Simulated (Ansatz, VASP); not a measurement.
## GaP: VASP beside Ansatz

Aim: how closely do two programs agree when they are given the same cell, functional and k mesh? The cell is taken from a series of runs on this material, whose earlier steps may have relaxed, scaled, displaced or heated it; both programs get it as it stands.

Program: Ansatz 0.2.0. Level of theory: plane waves, with VASP 6.6.1 beside it; zone-centre phonons at LDA. Results are calculated unless marked as measured.

## Step 1: Set-up

It takes space group I-4m2 (No. 119, tetragonal). Conventional cell: a = 3.863 Å, b = 3.863 Å, c = 5.176 Å, α = 90.00°, β = 90.00°, γ = 90.00°. P has 4 Ga at 2.32 Å nearest. Nearest to Ga lie 4 P at 2.32 Å. Farther neighbours are not listed.

## Step 2: VASP: zone-centre phonons, LDA

Second derivatives magnify differences that forces hide, and they need a tight electronic threshold.

Lines of VASP's logs that name or quote its potential files are left out, and so is its time.

Input file INCAR:

```
SYSTEM = GaP
PREC = Accurate
ENCUT = 500
EDIFF = 1E-08
NELM = 120
ISMEAR = 0
SIGMA = 0.01
LREAL = .FALSE.
ALGO = Normal
GGA = PW92
NBANDS = 15
LORBIT = 11
LWAVE = .FALSE.
LCHARG = .FALSE.
ISIF = 2
IBRION = 8
LEPSILON = .TRUE.
LASPH = .TRUE.
GGA_COMPAT = .FALSE.
EFERMI = MIDGAP
KPAR = 2
```

Input file POSCAR:

```
GaP
1.0
    0.0000000000      2.7314450367      2.5878774641
    2.7314450367      0.0000000000      2.5878774641
    2.7314450367      2.7314450367      0.0000000000
P Ga
1 1
Direct
    0.7500000000      0.7500000000      0.7500000000
    0.0000000000      0.0000000000      0.0000000000
```

Input file KPOINTS:

```
Automatic mesh
0
Gamma
12 12 12
0 0 0
```

Potentials, in the order of the species: P and Ga_d (LDA family, release 64).

The run is started by

```sh
$ mpirun -np 2 vasp_std
```

Numbers of over 12 decimals in the logs are rounded to 6 here.

Output:

```text
[banner, memory and clock lines left out]
running    2 mpi-ranks, on    1 nodes
 distrk:  each k-point on    1 cores,    2 groups
 distr:  one band on    1 cores,    1 groups

 POSCAR found type information on POSCAR P Ga
 POSCAR found :  2 types and       2 ions
|                                                                             |
|               ----> ADVICE to this user running VASP <----                  |
|                                                                             |
|     You enforced a specific xc type in the INCAR file but a different       |
|     [... a line on the potential file left out ...]
|     I HOPE YOU KNOW WHAT YOU ARE DOING!                                     |
|                                                                             |

 LDA part: xc-table for (Slater(with rela. corr.)+PW92), standard interpolation
 POSCAR, INCAR and KPOINTS ok, starting setup
 FFT: planning ... GRIDC
 FFT: planning ... GRID_SOFT
 FFT: planning ... GRID
 WAVECAR not read
 entering main loop
       N       E                     dE             d eps       ncg     rms          rms(c)
DAV:   1     0.778733073371E+02    0.77873E+02   -0.89740E+03  5070   0.171E+03
DAV:   2    -0.462636527683E+01   -0.82500E+02   -0.78821E+02  5583   0.315E+02
DAV:   3    -0.106681872019E+02   -0.60418E+01   -0.60199E+01  6080   0.681E+01
DAV:   4    -0.107686014609E+02   -0.10041E+00   -0.10037E+00  6027   0.945E+00
DAV:   5    -0.107706380890E+02   -0.20366E-02   -0.20365E-02  6441   0.117E+00    0.455E+00
DAV:   6    -0.104861309434E+02    0.28451E+00   -0.39358E-01  7590   0.115E+01    0.294E+00
DAV:   7    -0.104340289716E+02    0.52102E-01   -0.97169E-02  6505   0.232E+00    0.109E+00
DAV:   8    -0.104294060643E+02    0.46229E-02   -0.12491E-02  6138   0.130E+00    0.222E-01
DAV:   9    -0.104293648574E+02    0.41207E-04   -0.10612E-03  7329   0.421E-01    0.620E-02
DAV:  10    -0.104293601176E+02    0.47399E-05   -0.53377E-05  7400   0.933E-02    0.238E-02
DAV:  11    -0.104293659482E+02   -0.58306E-05   -0.91473E-06  6354   0.442E-02    0.802E-03
DAV:  12    -0.104293657345E+02    0.21364E-06   -0.51171E-07  6303   0.796E-03    0.521E-03
DAV:  13    -0.104293657091E+02    0.25431E-07   -0.20103E-07  6484   0.458E-03    0.914E-04
DAV:  14    -0.104293657082E+02    0.89676E-09   -0.98143E-09  4200   0.119E-03
   1 F= -.10429366E+02 E0= -.10429366E+02  d E =0.000000E+00
 Linear response reoptimize wavefunctions to high precision
DAV:   1    -0.104293657084E+02   -0.14734E-09   -0.17586E-09  4944   0.423E-04
DAV:   2    -0.104293657084E+02   -0.22737E-10   -0.21929E-10  3215   0.138E-04
 Linear response G [H, r] |phi>, progress :
  Direction:   1
       N       E                     dE             d eps       ncg     rms
RMM:   1    -0.399105167387E+02   -0.39911E+02    0.16401E+02  5675   0.241E+02
RMM:   2    -0.475477304980E+02   -0.76372E+01   -0.17452E+01 10137   0.355E+01
RMM:   3    -0.486734284220E+02   -0.11257E+01   -0.17887E+00 10189   0.862E+00
RMM:   4    -0.487079708545E+02   -0.34542E-01   -0.16741E-01 10630   0.229E+00
RMM:   5    -0.487041006461E+02    0.38702E-02   -0.15475E-03 10684   0.576E-01
RMM:   6    -0.487051046129E+02   -0.10040E-02   -0.33502E-03 10779   0.195E-01
RMM:   7    -0.487048170979E+02    0.28751E-03    0.33658E-04 10857   0.721E-02
RMM:   8    -0.487048744131E+02   -0.57315E-04   -0.86204E-05 10947   0.297E-02
RMM:   9    -0.487048676392E+02    0.67738E-05    0.12150E-05 10877   0.129E-02
RMM:  10    -0.487048692875E+02   -0.16483E-05    0.26186E-06 10782   0.608E-03
RMM:  11    -0.487048683587E+02    0.92878E-06    0.13792E-05  9638   0.319E-03
RMM:  12    -0.487048684059E+02   -0.47121E-07    0.14125E-05  8339   0.181E-03
RMM:  13    -0.487048693020E+02   -0.89616E-06    0.11542E-05  6932   0.126E-03
RMM:  14    -0.487048677985E+02    0.15035E-05    0.19983E-05  5868   0.989E-04
RMM:  15    -0.487048682898E+02   -0.49137E-06    0.19727E-05  5406   0.913E-04
RMM:  16    -0.487048676020E+02    0.68783E-06    0.23884E-05  5123   0.831E-04
RMM:  17    -0.487048679310E+02   -0.32903E-06    0.16504E-05  4926   0.837E-04
RMM:  18    -0.487048677662E+02    0.16487E-06    0.28991E-05  4706   0.791E-04
RMM:  19    -0.487048682427E+02   -0.47657E-06    0.17507E-05  4556   0.806E-04
 Linear response G [H, r] |phi>, progress :
  Direction:   2
       N       E                     dE             d eps       ncg     rms
RMM:   1    -0.378155950359E+02   -0.37816E+02    0.16246E+02  5696   0.238E+02
RMM:   2    -0.431087500005E+02   -0.52932E+01   -0.16589E+01 10067   0.343E+01
RMM:   3    -0.441739458527E+02   -0.10652E+01   -0.15757E+00 10111   0.848E+00
RMM:   4    -0.442169878628E+02   -0.43042E-01   -0.15799E-01 10597   0.231E+00
RMM:   5    -0.442146235913E+02    0.23643E-02   -0.41441E-03 10666   0.598E-01
[...]
RMM:   7    -0.110757176719E+01    0.83484E-05   -0.20850E-05 29677   0.317E-02    0.205E-03
RMM:   8    -0.110772364327E+01   -0.15188E-03   -0.73662E-06 30855   0.104E-02    0.838E-04
RMM:   9    -0.110769813412E+01    0.25509E-04    0.25188E-07 30474   0.390E-03    0.293E-04
RMM:  10    -0.110769638663E+01    0.17475E-05    0.34747E-08 30141   0.151E-03    0.985E-05
RMM:  11    -0.110769430092E+01    0.20857E-05    0.13446E-07 29220   0.668E-04    0.740E-05
[...]
RMM:   9    -0.105130083624E+01    0.20213E-04   -0.62149E-07 17909   0.361E-03    0.302E-04
RMM:  10    -0.105129985127E+01    0.98497E-06   -0.17678E-07 17766   0.137E-03    0.115E-04
RMM:  11    -0.105129615446E+01    0.36968E-05   -0.84370E-08 16946   0.597E-04    0.697E-05
RMM:  12    -0.105129525282E+01    0.90164E-06   -0.51295E-08 12985   0.234E-04    0.254E-05
RMM:  13    -0.105129496728E+01    0.28554E-06   -0.42206E-09  7412   0.107E-04    0.483E-06
 change of polarisation eV/A/(eV/A) component  3 :     0.766     0.192     1.992
 dielectric tensor                  component  3 :     3.591     0.901    10.336
 Linear response DOF=           4
 Linear response progress:
  Degree of freedom:   1/  4
       N       E                     dE             d eps       ncg     rms          rms(c)
RMM:   1    -0.509275383435E-01   -0.50928E-01    0.69693E-03 33748   0.186E+00
RMM:   2    -0.475051181274E-01    0.34224E-02   -0.61442E-03 25981   0.559E-01    0.126E-01
RMM:   3    -0.475846226970E-01   -0.79505E-04   -0.52342E-04 28879   0.180E-01    0.612E-02
RMM:   4    -0.478705334992E-01   -0.28591E-03   -0.78397E-05 28147   0.674E-02    0.117E-02
RMM:   5    -0.478830605557E-01   -0.12527E-04   -0.84348E-06 30208   0.229E-02    0.691E-03
RMM:   6    -0.478665708344E-01    0.16490E-04   -0.13830E-06 28239   0.806E-03    0.411E-03
RMM:   7    -0.478670097034E-01   -0.43887E-06   -0.15360E-07 29805   0.312E-03    0.571E-04
RMM:   8    -0.478647282033E-01    0.22815E-05    0.60013E-08 28874   0.105E-03    0.161E-04
RMM:   9    -0.478644188372E-01    0.30937E-06    0.69360E-08 29913   0.324E-04    0.223E-05
RMM:  10    -0.478644908214E-01   -0.71984E-07    0.82499E-08 29032   0.113E-04    0.423E-06
RMM:  11    -0.478644779716E-01    0.12850E-07    0.85141E-08 29794   0.438E-05    0.637E-06
RMM:  12    -0.478644854154E-01   -0.74438E-08    0.86051E-08 27314   0.196E-05    0.399E-07
 first order change of Fermi-energy   0.69217E-04
 force on displaced ion       1 direction 1 : -10.847   0.000   0.000
 Born effective charge ion    1 direction 1 :  -2.138   0.000   0.000
 Linear response progress:
  Degree of freedom:   2/  4
       N       E                     dE             d eps       ncg     rms          rms(c)
RMM:   1    -0.502786956628E-01   -0.50279E-01    0.63584E-03 19315   0.182E+00
RMM:   2    -0.471288677954E-01    0.31498E-02   -0.60012E-03 15197   0.543E-01    0.119E-01
RMM:   3    -0.471578246309E-01   -0.28957E-04   -0.52122E-04 16871   0.177E-01    0.579E-02
RMM:   4    -0.474122489236E-01   -0.25442E-03   -0.70706E-05 16562   0.647E-02    0.113E-02
RMM:   5    -0.474273194508E-01   -0.15071E-04   -0.78241E-06 17663   0.219E-02    0.696E-03
RMM:   6    -0.474112172180E-01    0.16102E-04   -0.14307E-06 16641   0.785E-03    0.363E-03
RMM:   7    -0.474122560490E-01   -0.10388E-05   -0.22262E-07 17435   0.304E-03    0.903E-04
RMM:   8    -0.474104038221E-01    0.18522E-05   -0.29919E-08 17093   0.102E-03    0.122E-04
RMM:   9    -0.474101069490E-01    0.29687E-06   -0.39393E-09 17436   0.321E-04    0.185E-05
RMM:  10    -0.474101156338E-01   -0.86848E-08   -0.10181E-09 17038   0.107E-04    0.668E-06
 first order change of Fermi-energy   0.64267E-03
 force on displaced ion       1 direction 3 :   0.000   0.000 -10.633
 Born effective charge ion    1 direction 3 :   0.000   0.000  -1.906
 Linear response progress:
  Degree of freedom:   3/  4
       N       E                     dE             d eps       ncg     rms          rms(c)
RMM:   1    -0.167362654008E+00   -0.16736E+00    0.11137E-01 17995   0.867E+00
RMM:   2    -0.165098725509E+00    0.22639E-02   -0.25905E-02 27804   0.144E+00    0.583E-02
RMM:   3    -0.165547630869E+00   -0.44891E-03   -0.35742E-03 29038   0.420E-01    0.437E-02
RMM:   4    -0.165411909542E+00    0.13572E-03   -0.10858E-03 30503   0.162E-01    0.132E-02
RMM:   5    -0.165412910369E+00   -0.10008E-05   -0.34895E-05 30461   0.403E-02    0.541E-03
RMM:   6    -0.165418655898E+00   -0.57455E-05   -0.50099E-06 29760   0.143E-02    0.830E-04
RMM:   7    -0.165418204608E+00    0.45129E-06   -0.11225E-06 30206   0.574E-03    0.124E-04
RMM:   8    -0.165417206985E+00    0.99762E-06   -0.55623E-07 30590   0.241E-03    0.435E-05
RMM:   9    -0.165417084678E+00    0.12231E-06   -0.11033E-07 30686   0.101E-03    0.274E-05
RMM:  10    -0.165416949538E+00    0.13514E-06   -0.13777E-07 30418   0.449E-04    0.836E-06
RMM:  11    -0.165416975950E+00   -0.26412E-07   -0.73161E-08 30586   0.207E-04    0.531E-06
RMM:  12    -0.165416941116E+00    0.34835E-07   -0.47434E-08 30462   0.978E-05    0.247E-06
RMM:  13    -0.165416919591E+00    0.21525E-07   -0.74151E-08 30554   0.492E-05    0.133E-06
RMM:  14    -0.165416931968E+00   -0.12378E-07   -0.64500E-08 29726   0.264E-05    0.850E-07
RMM:  15    -0.165416925128E+00    0.68407E-08   -0.58905E-08 25922   0.158E-05    0.798E-08
 first order change of Fermi-energy   0.18408E-04
 force on displaced ion       2 direction 1 : -10.848   0.000   0.000
 Born effective charge ion    2 direction 1 :   2.126   0.000   0.000
 Linear response progress:
  Degree of freedom:   4/  4
       N       E                     dE             d eps       ncg     rms          rms(c)
RMM:   1    -0.166635309851E+00   -0.16664E+00    0.15080E-01 10566   0.885E+00
RMM:   2    -0.164830924366E+00    0.18044E-02   -0.26851E-02 15993   0.143E+00    0.559E-02
RMM:   3    -0.165200332198E+00   -0.36941E-03   -0.45690E-03 17079   0.440E-01    0.425E-02
RMM:   4    -0.165070050298E+00    0.13028E-03   -0.40150E-04 17749   0.122E-01    0.151E-02
RMM:   5    -0.165038592684E+00    0.31458E-04   -0.22971E-05 17882   0.357E-02    0.281E-03
RMM:   6    -0.165042631670E+00   -0.40390E-05   -0.31000E-06 17739   0.128E-02    0.701E-04
RMM:   7    -0.165043040069E+00   -0.40840E-06   -0.43564E-07 17851   0.495E-03    0.133E-04
RMM:   8    -0.165042116177E+00    0.92389E-06   -0.13006E-07 17749   0.208E-03    0.283E-05
RMM:   9    -0.165042006094E+00    0.11008E-06   -0.55661E-08 17901   0.907E-04    0.179E-05
RMM:  10    -0.165041896500E+00    0.10959E-06   -0.19383E-08 17912   0.410E-04    0.717E-06
RMM:  11    -0.165041939889E+00   -0.43389E-07   -0.59210E-09 17796   0.191E-04    0.459E-06
RMM:  12    -0.165041943197E+00   -0.33082E-08   -0.78982E-09 18233   0.904E-05    0.588E-06
 first order change of Fermi-energy   0.72236E-04
 force on displaced ion       2 direction 3 :   0.000   0.000 -10.608
 Born effective charge ion    2 direction 3 :   0.000   0.000   1.893
 Born effective charges drift removed
 Linear response finished
```

OUTCAR, selected parts (step 2):

```text
ion  position               nearest neighbor table
   1  0.750  0.750  0.750-   2 2.32   2 2.32   2 2.32   2 2.32
   2  0.000  0.000  0.000-   1 2.32   1 2.32   1 2.32   1 2.32

  LATTYP: Found a body centered tetragonal cell.
 ALAT       =     3.8628466158
 C/A-ratio  =     1.3398810367

 Subroutine GETGRP returns: Found  8 space group operations
 (whereof  8 operations were pure point group operations)

The static configuration has the point symmetry D_2d.

 Found    163 irreducible k-points:

   k-points           NKPTS =    163   k-points in BZ     NKDIM =    163   number of bands    NBANDS=     15

   dimension x,y,z NGX =    28 NGY =   28 NGZ =   28
   dimension x,y,z NGXF=    56 NGYF=   56 NGZF=   56

   ENCUT  =  500.0 eV  36.75 Ry    6.06 a.u.   6.86  6.86  7.04*2*pi/ulx,y,z

   NELECT =      18.0000    total number of electrons

 k-points in reciprocal lattice and weights: Automatic mesh
   0.00000000  0.00000000  0.00000000       0.001
   0.08333333 -0.00000000  0.00000000       0.005
   0.16666667 -0.00000000  0.00000000       0.005
   0.25000000 -0.00000000  0.00000000       0.005
   0.33333333  0.00000000  0.00000000       0.005
   0.41666667 -0.00000000  0.00000000       0.005
   0.50000000 -0.00000000  0.00000000       0.002
   0.08333333  0.08333333  0.00000000       0.001
   0.16666667  0.08333333  0.00000000       0.005
[...]
-0.33333333  0.16666667  0.50000000       0.002
  -0.25000000  0.25000000  0.50000000       0.001

 average (electrostatic) potential at core
       1 -84.1702       2 -66.1416

  Total        0.0109979      0.0109979      0.9288697      0.0000000     -0.0000000      0.0000000
  in kB        0.4563126      0.4563126     38.5395609      0.0000000     -0.0000000      0.0000000
  external PRESSURE =      13.1507287 kB  Pullay stress =       0.0000000 kB

  energy-cutoff  :      500.00
  volume of cell :       38.62
      direct lattice vectors                 reciprocal lattice vectors
     0.000000000  2.731445037  2.587877464    -0.183053290  0.183053290  0.193208530
     2.731445037  0.000000000  2.587877464     0.183053290 -0.183053290  0.193208530
     2.731445037  2.731445037  0.000000000     0.183053290  0.183053290 -0.193208530

 POSITION                                       TOTAL-FORCE (eV/Angst)
 -----------------------------------------------------------------------------------
      4.09717      4.09717      3.88182        -0.000000      0.000000      0.000000
      0.00000      0.00000      0.00000         0.000000     -0.000000     -0.000000
 -----------------------------------------------------------------------------------
    total drift:                               -0.000001     -0.000001      0.000000

 MACROSCOPIC STATIC DIELECTRIC TENSOR (including local field effects in DFT)
 ------------------------------------------------------
          10.846004     0.000000    -0.000000
          -0.000000    10.846004    -0.000000
           0.000000     0.000000    10.336500
 ------------------------------------------------------

 PIEZOELECTRIC TENSOR (including local field effects)  for field in x, y, z        (C/m^2)
          XX          YY          ZZ          XY          YZ          ZX
  --------------------------------------------------------------------------------
  x     0.00000     0.00000     0.00000     0.00000     0.73887     0.00000
  y    -0.00000    -0.00000     0.00000     0.00000     0.00000     0.73887
  z     0.00000     0.00000     0.00000     0.82046     0.00000     0.00000

 BORN EFFECTIVE CHARGES (including local field effects) (in |e|, cummulative output)
 ---------------------------------------------------------------------------------
 ion    1
    1    -2.13342     0.00000     0.00000
    2     0.00000    -2.13342     0.00000
    3     0.00000     0.00000    -1.89962
 ion    2
    1     2.13342     0.00000     0.00000
    2     0.00000     2.13342     0.00000
    3     0.00000     0.00000     1.89962

 Eigenvectors and eigenvalues of the dynamical matrix
 ----------------------------------------------------

   1 f  =   11.118313 THz    69.858421 2PiTHz  370.867001 cm-1    45.981627 meV
             X         Y         Z           dx          dy          dz
      4.097168  4.097168  3.881816     0.832099    0.000000    0.000000
      0.000000  0.000000  0.000000    -0.554628   -0.000000   -0.000000

   2 f  =   11.118313 THz    69.858421 2PiTHz  370.867001 cm-1    45.981627 meV
             X         Y         Z           dx          dy          dz
      4.097168  4.097168  3.881816     0.000000   -0.832099   -0.000000
      0.000000  0.000000  0.000000    -0.000000    0.554628    0.000000

   3 f  =   11.003716 THz    69.138386 2PiTHz  367.044456 cm-1    45.507692 meV
             X         Y         Z           dx          dy          dz
      4.097168  4.097168  3.881816    -0.000000    0.000000   -0.832405
      0.000000  0.000000  0.000000    -0.000000   -0.000000    0.554167

   4 f/i=    0.000192 THz     0.001207 2PiTHz    0.006408 cm-1     0.000794 meV
             X         Y         Z           dx          dy          dz
      4.097168  4.097168  3.881816    -0.157514   -0.531791    0.000000
      0.000000  0.000000  0.000000    -0.236316   -0.797836    0.000000

   5 f/i=    0.000192 THz     0.001207 2PiTHz    0.006408 cm-1     0.000794 meV
             X         Y         Z           dx          dy          dz
      4.097168  4.097168  3.881816    -0.531791    0.157514   -0.000000
      0.000000  0.000000  0.000000    -0.797836    0.236316   -0.000000

   6 f/i=    0.005899 THz     0.037067 2PiTHz    0.196784 cm-1     0.024398 meV
             X         Y         Z           dx          dy          dz
      4.097168  4.097168  3.881816    -0.000000    0.000000    0.554167
      0.000000  0.000000  0.000000    -0.000000    0.000000    0.832405

 MACROSCOPIC STATIC DIELECTRIC TENSOR IONIC CONTRIBUTION
 ------------------------------------------------------
           1.966165     0.000000     0.000000
           0.000000     1.966165    -0.000000
           0.000000    -0.000000     1.592215
 ------------------------------------------------------

 ELASTIC MODULI CONTR FROM IONIC RELAXATION (kBar)
 Direction    XX          YY          ZZ          XY          YZ          ZX
 --------------------------------------------------------------------------------
 XX           0.0000      0.0000      0.0000      0.0000      0.0000      0.0000
 YY           0.0000      0.0000      0.0000      0.0000      0.0000      0.0000
 ZZ           0.0000      0.0000      0.0000      0.0000      0.0000      0.0000
 XY           0.0000      0.0000      0.0000   -273.4088      0.0000      0.0000
 YZ           0.0000      0.0000      0.0000      0.0000   -266.9133      0.0000
 ZX           0.0000      0.0000      0.0000      0.0000      0.0000   -243.2323
 --------------------------------------------------------------------------------

 PIEZOELECTRIC TENSOR IONIC CONTR  for field in x, y, z        (C/m^2)
          XX          YY          ZZ          XY          YZ          ZX
  --------------------------------------------------------------------------------
  x     0.00000     0.00000     0.00000     0.00000    -0.68166     0.00000
  y     0.00000     0.00000     0.00000     0.00000     0.00000    -0.65072
  z     0.00000     0.00000     0.00000    -0.62084     0.00000     0.00000
```

The dielectric response converges more slowly with the mesh than energies do, so tensor and charges may still move on a finer one.

(Part 1 of 2 ends here.)

[Lines on the potential files, build, host, timing and source positions are cut from VASP's logs without a mark.]

[Logs are printed without paths, hosts, clocks, repeated set-up lines and the standing remarks that a program may print on its own settings, such as how far it seeks lower states.]

[Hosts, paths, dates, database ids (printed as entryN), source tags and the programs' standing remarks are cut or masked in the printed files.]
